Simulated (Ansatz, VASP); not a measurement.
# Fe in VASP and in Ansatz

Contents of INCAR:

```
SYSTEM = Fe
PREC     = Accurate       ! precision mode
ENCUT    = 520            ! plane-wave cutoff, eV
EDIFF    = 1E-6           ! SCF threshold, eV
ISMEAR   = 0              ! smearing method
SIGMA    = 0.1            ! smearing width, eV
LREAL    = .FALSE.        ! projectors in reciprocal space
LASPH    = .TRUE.         ! aspherical terms in the spheres
NELM     = 150            ! most SCF steps
ALGO     = Fast           ! electronic algorithm
ISIF     = 2              ! what is computed and relaxed
LWAVE    = .FALSE.        ! write WAVECAR
LCHARG   = .FALSE.        ! write CHGCAR
ISPIN    = 2              ! spin polarisation
MAGMOM   = 2.44 2.44 2.44 2.44 2.44 2.44 2.44 ! initial moments
LORBIT   = 11             ! projections on sites
LMAXMIX  = 4              ! l up to which the mixer works
LDIPOL   = .TRUE.       
IDIPOL   = 3            
DIPOL    = 0.5 0.5 0.500
GGA      = PE             ! functional
NBANDS   = 41             ! bands
```

The input KPOINTS:

```
Automatic mesh
0
G
  9 9 1
  0 0 0
```

Contents of POSCAR:

```
Fe
1.0
    4.0044583504      0.0000000000      0.0000000000
   -2.0022291752      3.4679626598      0.0000000000
    0.0000000000      0.0000000000     19.9044398273
Fe
7
Direct
    0.6666666667      0.3333333333      0.3768003554
    0.3333333333      0.6666666667      0.4178669036
    0.0000000000      0.0000000000      0.4589334518
    0.6666666667      0.3333333333      0.5000000000
    0.3333333333      0.6666666667      0.5410665482
    0.0000000000      0.0000000000      0.5821330964
    0.6666666667      0.3333333333      0.6231996446
```

Input for Ansatz:

```yaml
crystal:
  lattice:
    - [4.0044583504, 0.0, 0.0]
    - [-2.0022291752, 3.4679626598, 0.0]
    - [0.0, 0.0, 19.9044398273]
  atoms:
    - { symbol: Fe, position: [0.6666666667, 0.3333333333, 0.3768003554], spin: 2.44 }
    - { symbol: Fe, position: [0.3333333333, 0.6666666667, 0.4178669036], spin: 2.44 }
    - { symbol: Fe, position: [0.0, 0.0, 0.4589334518], spin: 2.44 }
    - { symbol: Fe, position: [0.6666666667, 0.3333333333, 0.5], spin: 2.44 }
    - { symbol: Fe, position: [0.3333333333, 0.6666666667, 0.5410665482], spin: 2.44 }
    - { symbol: Fe, position: [0.0, 0.0, 0.5821330964], spin: 2.44 }
    - { symbol: Fe, position: [0.6666666667, 0.3333333333, 0.6231996446], spin: 2.44 }
basis:
  ecutwfc: 420
kpoints:
  mp_grid: { grid: [9, 9, 1] }
hamiltonian:
  xc: pbe
scf:
  occupations: { method: gaussian, width: 0.1 }
output:
  forces: true
  stress: true
  eigenvalues: true
  populations: true
magnetization:
  spin_polarized: true
efield:
  axis: 3
  dipole_correction: true
```

Alike in both runs: task single point; functional PBE; k mesh 9 × 9 × 1; occupations gaussian, width 0.1 eV; collinear spin.

|  | VASP | Ansatz |
| --- | --- | --- |
| version | VASP 6.6.1 | Ansatz 0.2.0 |
| potentials or method | VASP PAW PBE potentials, release 64 (Fe) | scalar-relativistic, plane waves, PAW |
| plane-wave cutoff (eV) | 520 | 420 |
| valence electrons in the cell | 56 | 112 |

Ansatz gave:

```
gap on the k mesh at the Fermi level (eV)                     : none
rms of the force components (eV/Å)                            : 0.267
net moment per atom (μB)                                      : 2.63
size of the moment on the site where the two differ most (μB) : 2.41
```

**Question.** Estimate VASP's values.

**Answer.** gap on the k mesh at the Fermi level (eV): none; rms of the force components (eV/Å): 0.264; net moment per atom (μB): 2.64; size of the moment on the site where the two differ most (μB): 2.39.

Site moments also hang on the region over which each program counts them. Atom by atom the forces differ by 0.009 eV/Å (rms over components). A gap of «none» marks a metal or a gap that the smearing closes. With one functional, cell and mesh, what is left measures potentials, basis and numerics. The two sets of potentials don't hold the same shells in valence.
